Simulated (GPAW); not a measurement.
# NaF (Villiaumite) (Fm-3m) in GPAW: convergence with plane-wave cutoff (eV)

Aim: find how far plane-wave cutoff (eV) must go before the results for NaF (Villiaumite) settle, at r2SCAN. This setting moves, with any that are tied to it; all else stays.

All numbers are computed with GPAW 26.7.0; they aren't measurements. Logs are shortened: lines on timing, memory, paths and dates and some standing lists are left out, and cuts for length are marked. The log counts tension as positive stress, the text compression.

### 1 The crystal as given

Symmetry: Fm-3m, No. 225, cubic system. The conventional cell has a = 4.640 Å, b = 4.640 Å, c = 4.640 Å, α = 90.00°, β = 90.00°, γ = 90.00°. Around Na (site symmetry m-3m) lie 6 F at 2.32 Å. F (site symmetry m-3m) has 6 Na at 2.32 Å as nearest neighbours.

### 2 With plane-wave cutoff (eV) 300

Contents of run.py:

```python
from ase.dft.bandgap import bandgap
from ase.io import read, write
from ase.units import GPa
from gpaw import GPAW, PW

atoms = read('NaF.xyz')

calc = GPAW(mode=PW(300),
            xc='MGGA_X_R2SCAN+MGGA_C_R2SCAN',
            kpts={'size': (10, 10, 10), 'gamma': True},
            occupations={'name': 'fermi-dirac', 'width': 0.05},
            nbands=15,
            convergence={'density': 1e-05, 'energy': 1e-05},
            maxiter=100,
            txt='gpaw.txt')
atoms.calc = calc
energy = atoms.get_potential_energy()
forces = atoms.get_forces()
stress = atoms.get_stress()
calc.write('gs.gpw')
write('result.traj', atoms)
print(f'Energy: {energy:.6f} eV')
print('Forces (eV/A):')
print(forces.round(4))
print('Stress (GPa):', (stress / GPa).round(3))
print('Fermi level:', round(calc.get_fermi_level(), 4), 'eV')
print(f'Gap: {bandgap(calc)[0]:.4f} eV, direct: {bandgap(calc, direct=True)[0]:.4f} eV')
```

Contents of NaF.xyz:

```xyz
2
Lattice="0.0000000000 2.3200000000 2.3200000000 2.3200000000 0.0000000000 2.3200000000 2.3200000000 2.3200000000 0.0000000000" Properties=species:S:1:pos:R:3 pbc="T T T"
Na     0.0000000000      0.0000000000      0.0000000000
F      2.3200000000      2.3200000000      2.3200000000
```

Potentials or basis: GPAW PAW data sets (gpaw-data 1.2.1), pw.

Command:

```bash
$ OMP_NUM_THREADS=1 python run.py
```

gpaw.txt:

```text
__  _  _
 | _ |_)|_||  |
 |__||  | ||/\| - 26.7.0

Input parameters:
  mode=PW(ecut=300.0),
  convergence={'density': 1e-05, 'energy': 1e-05},
  kpts=MonkhorstPack(size=(10, 10, 10), gamma=True),
  maxiter=100,
  nbands=15,
  occupations=Occupations(name='fermi-dirac', width=0.05),
  xc=XC(name='MGGA_X_R2SCAN+MGGA_C_R2SCAN')

Diagonalizing LCAO Hamiltonian
Converting LCAO to pw mode

               F

       Na

Atoms  # Å, Bohr magnetons
|   | symbol |        x |        y |        z |    initial magnetic moments |
|---|--------|----------|----------|----------|-----------------------------|
| 0 |     Na | 0.000000 | 0.000000 | 0.000000 | ( 0.0000,  0.0000,  0.0000) |
| 1 |      F | 2.320000 | 2.320000 | 2.320000 | ( 0.0000,  0.0000,  0.0000) |

Unit cell  # Å
| periodic |        x |        y |        z |  lengths |    angles |
|----------|----------|----------|----------|----------|-----------|
|      yes | 0.000000 | 2.320000 | 2.320000 | 3.280975 | 60.000000 |
|      yes | 2.320000 | 0.000000 | 2.320000 | 3.280975 | 60.000000 |
|      yes | 2.320000 | 2.320000 | 0.000000 | 3.280975 | 60.000000 |

Number of symmetries: 48
[... 51 lines left out ...]

BZ-sampling:
  Number of BZ points: 1000
  Number of IBZ points: 47

  Monkhorst-Pack size: [10, 10, 10]
  Monkhorst-Pack shift: [0.05, 0.05, 0.05]

K-points  # in reciprocal-cell coordinates
|     |                                coordinates |     weight |
|-----|--------------------------------------------|------------|
|   0 | (  0.00000000,   0.00000000,   0.00000000) | 0.00100000 |
|   1 | (  0.10000000,   0.10000000,   0.00000000) | 0.00600000 |
|   2 | (  0.10000000,   0.10000000,   0.10000000) | 0.00800000 |
|   3 | (  0.20000000,   0.10000000,   0.10000000) | 0.01200000 |
|   4 | (  0.20000000,   0.20000000,   0.00000000) | 0.00600000 |
|   5 | (  0.20000000,   0.20000000,   0.10000000) | 0.02400000 |
|   6 | (  0.20000000,   0.20000000,   0.20000000) | 0.00800000 |
|   7 | (  0.30000000,   0.20000000,   0.10000000) | 0.02400000 |
|   8 | (  0.30000000,   0.20000000,   0.20000000) | 0.02400000 |
|   9 | (  0.30000000,   0.30000000,   0.00000000) | 0.00600000 |
| ... |                                            |            |
|  46 | (  0.50000000,   0.50000000,   0.50000000) | 0.00400000 |

Plane wave coefficients: 304
Cutoff: 300.0 eV

Spin-components: 1 (collinear spins)
Bands:           15
Projectors:      10
Spin-degeneracy: 2
Datatype:        complex128

Parallelization:
  kpt:    1
  domain: 1
  band:   1

Density:
  Valence electrons: 14.0
  Components: 1
  Grid points: [14 14 14]
  Charge: 0.0  # |e|

Potential:
  Grid points: [14 14 14]

species:
  Na:
    name:    Sodium
    Z:       11.0
    valence: 7
    core:    4
    charge:  0.0  # [|e|]
    compensation charges:
      type: gauss
      rc: 0.37  # [Å]
      lmax: 2
    cutoffs:
      filter: 2.17  # [Å]
      core: 2.59  # [Å]
    projectors
    | kind |    occ | energy [eV] | rcut [Å] |
    |------|--------|-------------|----------|
    |   3s |  1.000 |      -2.744 |    1.201 |
    |   2p |  6.000 |     -28.672 |    1.217 |
    |   3p |  0.000 |      -0.743 |    1.217 |
    |    s |        |      24.468 |    1.201 |
    |    d |        |       0.000 |    1.238 |

    Using partial waves for Na as LCAO basis

  F:
    name:    Fluorine
    Z:       9.0
    valence: 7
    core:    2
    charge:  0.0  # [|e|]
    compensation charges:
      type: gauss
      rc: 0.20  # [Å]
      lmax: 2
    cutoffs:
      filter: 1.14  # [Å]
      core: 0.74  # [Å]
    projectors
    | kind |    occ | energy [eV] | rcut [Å] |
    |------|--------|-------------|----------|
    |   2s |  2.000 |     -29.898 |    0.635 |
    |   2p |  5.000 |     -11.110 |    0.635 |
    |    s |        |      -2.687 |    0.635 |
    |    p |        |      16.102 |    0.635 |
    |    d |        |       0.000 |    0.635 |

    Using partial waves for F as LCAO basis

Reference energy: -7132.691283  # eV

eigensolver:
  PPCG
  Converge bands: occupied
  niter=2

density mixing:
  MSR1-Mixer
  Pratt-step length: 0.05
  Maximum mixing coefficient: 0.75
  Old densities: 10
  SVD Regularization: 0.005
  Good broyden scale: 1.0
  Trust region scale: 1.0
  Backstep threshold: 4.0
  History deletion threshold: 6.0
  Fourier metric: weight=20.0, sigma=0.015

occupation numbers:
  Fermi-Dirac:
    width: 0.0500  # eV

poisson solver:
  ecut: 2400.0  # eV

xc functional:
  name: MGGA_X_R2SCAN+MGGA_C_R2SCAN with 2 nearest neighbor stencil

convergence criteria:
- Maximum integral of absolute [dens]ity change: 1e-05 electrons / valence electron
- Maximum [total energy] change in last 3 cyles: 1e-05 eV / valence electron
- Maximum integral of absolute [eigenst]ate change: 4e-08 eV^2 / valence electron
maximum number of iterations: 100

SCF iterations
|iter     | |      energy | eigst |  dens |
|---------|-|-------------|-------|-------|
|iter:   1| |   -8.701955 | -0.65 |       |
|iter:   2| |   -5.101594 | -2.21 | -1.11 |
|iter:   3| |   -5.307654 | -2.38 | -1.14 |
|iter:   4| |   -5.221284 | -2.94 | -1.36 |
|iter:   5| |   -5.112552 | -2.44 | -1.55 |
|iter:   6| |   -5.109643 | -4.74 | -2.51 |
|iter:   7| |   -5.109820 | -5.48 | -2.90 |
|iter:   8| |   -5.109893 | -6.82 | -3.61 |
|iter:   9| |   -5.109920c| -7.51c| -4.12 |
|iter:  10| |   -5.109919c| -8.83c| -5.30c|

Converged in 10 steps
Energy contributions relative to reference atoms: (reference = -7132.691283)

Energy contributions:
  Kinetic:         -19.940942
  Coulomb:          26.311745
  Zero:              0.209394
  External:          0.000000
  Xc:              -11.690116
  Entropy:          -0.000000
  Spinorbit:         0.000000
  ----------------------------
  Free energy:      -5.109919
  Extrapolated:     -5.109919

dipole moment: (-4.289116, -4.289116, -4.289116)  # |e|*Ang

Fermi level: -0.064
Eigenvalues  # (at kpt = [0.000, 0.000, 0.000])
| band index |      eig [eV] | occ [0-2] |
|------------|---------------|-----------|
|          0 |       -23.954 |     2.000 |
|          1 |       -21.757 |     2.000 |
|          2 |       -21.757 |     2.000 |
|          3 |       -21.757 |     2.000 |
|          4 |        -2.115 |     2.000 |
|          5 |        -2.115 |     2.000 |
|          6 |        -2.111 |     2.000 |
|          7 |         4.491 |     0.000 |
|          8 |        17.608 |     0.000 |
|          9 |        17.622 |     0.000 |
|         10 |        17.622 |     0.000 |
|         11 |        20.056 |     0.000 |
|         12 |        23.089 |     0.000 |
|         13 |        23.089 |     0.000 |
|         14 |        26.574 |     0.000 |

Gap: 6.602 eV
Transition (v -> c):
  (s=0, k=0, n=6, [0.00, 0.00, 0.00]) -> (s=0, k=0, n=7, [0.00, 0.00, 0.00])
No difference between direct/indirect transitions

Forces  # eV/Ang
|       x |       y |        z |
|---------|---------|----------|
| 0.00000 | 0.00000 |  0.00000 |  # Na   0
| 0.00000 | 0.00000 | -0.00000 |  # F    1

Stress tensor  # eV/Ang^3
|        x |         y |         z |
|----------|-----------|-----------|
| 1.040186 |  0.000000 |  0.000000 |
| 0.000000 |  1.040186 | -0.000000 |
| 0.000000 | -0.000000 |  1.040186 |

# Writing to gs.gpw (mode='')
```

Run time: 14 s. Hardware: 1 thread of Arm Neoverse V2, shared host; peak memory 0.17 GiB.

Results:

```yaml
Free_energy: -5.1099 eV
Pressure: -166.7 GPa
Band_gap_on_the_k_mesh: 6.60 eV, direct
```

### 3 With plane-wave cutoff (eV) 350

run.py: that of step 2 with these lines changed.

```diff
@@ -7,3 +7,3 @@
 
-calc = GPAW(mode=PW(300),
+calc = GPAW(mode=PW(350),
             xc='MGGA_X_R2SCAN+MGGA_C_R2SCAN',
```

NaF.xyz is that of step 2.

Potentials or basis: GPAW PAW data sets (gpaw-data 1.2.1), pw.

Command:

```bash
$ OMP_NUM_THREADS=1 python run.py
```

Run time: 14 s. Hardware: 1 thread of Arm Neoverse V2, shared host; peak memory 0.17 GiB.

Results:

```
Free energy            : -9.4863 eV
Pressure               : -85.7 GPa
Band gap on the k mesh : 6.75 eV, direct
```

### 4 With plane-wave cutoff (eV) 400

run.py: that of step 3 with these lines changed.

```diff
@@ -7,3 +7,3 @@
 
-calc = GPAW(mode=PW(350),
+calc = GPAW(mode=PW(400),
             xc='MGGA_X_R2SCAN+MGGA_C_R2SCAN',
```

NaF.xyz is that of step 3.

Command:

```bash
$ OMP_NUM_THREADS=1 python run.py
```

It took 15 s on 1 thread of Arm Neoverse V2, shared host; peak memory 0.17 GiB.

What came out:

* Free energy: -11.3655 eV
* Pressure: -39.3 GPa
* Band gap on the k mesh: 7.06 eV, direct

### 5 With plane-wave cutoff (eV) 500

run.py: that of step 4 with these lines changed.

```diff
@@ -7,3 +7,3 @@
 
-calc = GPAW(mode=PW(400),
+calc = GPAW(mode=PW(500),
             xc='MGGA_X_R2SCAN+MGGA_C_R2SCAN',
```

NaF.xyz is that of step 4.

Command:

```bash
$ OMP_NUM_THREADS=1 python run.py
```

It took 32 s on 1 thread of Arm Neoverse V2, shared host; peak memory 0.18 GiB.

Results:

```
Free energy            : -12.3058 eV
Pressure               : -5.9 GPa
Band gap on the k mesh : 7.10 eV, direct
```

### 6 With plane-wave cutoff (eV) 600

run.py: that of step 5 with these lines changed.

```diff
@@ -7,3 +7,3 @@
 
-calc = GPAW(mode=PW(500),
+calc = GPAW(mode=PW(600),
             xc='MGGA_X_R2SCAN+MGGA_C_R2SCAN',
```

NaF.xyz is that of step 5.

Potentials or basis: GPAW PAW data sets (gpaw-data 1.2.1), pw.

Command:

```bash
$ OMP_NUM_THREADS=1 python run.py
```

Wall time 30 s (1 thread of Arm Neoverse V2, shared host); peak memory 0.19 GiB.

Results (log left out):

```
Free energy            : -12.3748 eV
Pressure               : -1.0 GPa
Band gap on the k mesh : 7.11 eV, direct
```

### 7 With plane-wave cutoff (eV) 700

run.py: that of step 6 with these lines changed.

```diff
@@ -7,3 +7,3 @@
 
-calc = GPAW(mode=PW(600),
+calc = GPAW(mode=PW(700),
             xc='MGGA_X_R2SCAN+MGGA_C_R2SCAN',
```

NaF.xyz is that of step 6.

Command:

```bash
$ OMP_NUM_THREADS=1 python run.py
```

Run time: 49 s. Hardware: 1 thread of Arm Neoverse V2, shared host; peak memory 0.2 GiB.

The run converged. Its results:

```
Free energy            : -12.3902 eV
Pressure               : -1.7 GPa
Band gap on the k mesh : 7.11 eV, direct
```

### 8 With plane-wave cutoff (eV) 800

run.py: that of step 7 with these lines changed.

```diff
@@ -7,3 +7,3 @@
 
-calc = GPAW(mode=PW(700),
+calc = GPAW(mode=PW(800),
             xc='MGGA_X_R2SCAN+MGGA_C_R2SCAN',
```

NaF.xyz is that of step 7.

Command:

```bash
$ OMP_NUM_THREADS=1 python run.py
```

Wall time 60 s (1 thread of Arm Neoverse V2, shared host); peak memory 0.21 GiB.

Results (log left out):

```
Free energy            : -12.4292 eV
Pressure               : -2.4 GPa
Band gap on the k mesh : 7.11 eV, direct
```

### 9 With plane-wave cutoff (eV) 1000

run.py: that of step 8 with these lines changed.

```diff
@@ -7,3 +7,3 @@
 
-calc = GPAW(mode=PW(800),
+calc = GPAW(mode=PW(1000),
             xc='MGGA_X_R2SCAN+MGGA_C_R2SCAN',
```

NaF.xyz is that of step 8.

Potentials or basis: GPAW PAW data sets (gpaw-data 1.2.1), pw.

Command:

```bash
$ OMP_NUM_THREADS=1 python run.py
```

It took 62 s on 1 thread of Arm Neoverse V2, shared host; peak memory 0.22 GiB.

It converged, with:

- Free energy: -12.5019 eV
- Pressure: -1.9 GPa
- Band gap on the k mesh: 7.11 eV, direct

### 10 With plane-wave cutoff (eV) 1200

run.py: that of step 9 with these lines changed.

```diff
@@ -7,3 +7,3 @@
 
-calc = GPAW(mode=PW(1000),
+calc = GPAW(mode=PW(1200),
             xc='MGGA_X_R2SCAN+MGGA_C_R2SCAN',
```

NaF.xyz is that of step 9.

Command:

```bash
$ OMP_NUM_THREADS=1 python run.py
```

Wall time 94 s (1 thread of Arm Neoverse V2, shared host); peak memory 0.24 GiB.

Results (log left out):

- Free energy: -12.5294 eV
- Pressure: -1.2 GPa
- Band gap on the k mesh: 7.11 eV, direct

### 11 The series at a glance

```tsv
plane-wave cutoff (eV)	energy less the tightest run, at zero smearing (meV/atom)	pressure (GPa)	gap on the mesh (eV)	SCF cycles	CPU time (s)	peak memory (GiB)
300	3709.75	-166.66	6.602	10	14	0.17
350	1521.58	-85.67	6.753	9	14	0.17
400	581.97	-39.34	7.058	10	15	0.17
500	111.79	-5.88	7.101	10	32	0.18
600	77.29	-1.02	7.108	10	30	0.19
700	69.61	-1.71	7.110	10	49	0.2
800	50.11	-2.36	7.111	10	60	0.21
1000	13.78	-1.90	7.113	10	62	0.22
1200	0.00	-1.20	7.113	10	94	0.24
```

Against the tightest run, the gap on the mesh stays within 0.01 eV from 600 on. Not settled before the last step: the energy (to 1 meV/atom), the pressure (to 0.1 GPa). The tightest run that finished is the yardstick and may itself not be fully converged.

Caveats: the PAW data sets were made with another functional, which shifts forces and pressure a little.
